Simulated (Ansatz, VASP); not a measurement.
**One calculation of AlN, two programs**

```
Al N
1.0
     0.00000   -2.20157   -2.20157
    -2.20157    0.00000   -2.20157
     2.20157    2.20157   -4.40314
Al N
2 2
Direct
  0.99506 0.01721 0.99912
  0.50317 0.48102 0.49912
  0.37307 0.39292 0.87670
  0.88034 0.86049 0.37670
```

Change from the starting cell: mode 4 frozen in at -0.051 Å and mode 10 at -0.015 Å (largest displacements).

Alike in both runs: task single point; functional PBE; k mesh 6 × 6 × 6; occupations gaussian, width 0.05 eV; no spin polarisation.

```csv
,VASP,Ansatz
version,VASP 6.6.1,Ansatz 0.2.0
potentials or method,"VASP PAW PBE potentials, release 64 (Al, N)","scalar-relativistic, plane waves, PAW"
plane-wave cutoff (eV),520,520
valence electrons in the cell,16,16
```

Ansatz gave:

```
gap on the k mesh at the Fermi level (eV)       : 3.24
least direct gap on the mesh (eV)               : 3.72
pressure (GPa)                                  : 0.0
largest component of the traceless stress (GPa) : 1.34
rms of the force components (eV/Å)              : 0.220
```

Question: What did VASP give for the same quantities?

Answer: gap on the k mesh at the Fermi level (eV): 3.23; least direct gap on the mesh (eV): 3.72; pressure (GPa): -0.3; largest component of the traceless stress (GPa): 1.35; rms of the force components (eV/Å): 0.220.

Atom by atom the forces differ by 0.001 eV/Å (rms over components).

A k mesh can miss the band edges.
